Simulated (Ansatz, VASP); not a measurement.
Two plane-wave programs on TaN

```
Ta N
1.0
     0.00000    2.17900    2.17900
     2.17900    0.00000    2.17900
     2.17900    2.17900    0.00000
Ta N
1 1
Direct
  0.50000 0.50000 0.50000
  0.00000 0.00000 0.00000
```

Alike in both runs: task single point; functional PBE; k mesh 3 × 3 × 3; occupations methfessel-paxton of order 1, width 0.1 eV; no spin polarisation.

```csv
,VASP,Ansatz
version,VASP 6.6.1,Ansatz 0.2.0
potentials or method,"VASP PAW PBE potentials, release 64 (Ta_pv, N)","plane waves, PAW"
plane-wave cutoff (eV),520,550
valence electrons in the cell,16,18
```

|  | VASP | Ansatz | Ansatz less VASP |
| --- | --- | --- | --- |
| pressure (GPa) | 22.1 | 21.1 | -1.05 |

The two sets of potentials don't hold the same shells in valence.

Caveats: the k mesh is coarse (spacing up to 0.83 Å⁻¹), so the values aren't converged; so large a pressure means that the cell lies far from this level's equilibrium, or that cutoff or potentials fall short (VASP). Spin-orbit coupling is left out, which matters for the levels of Ta.
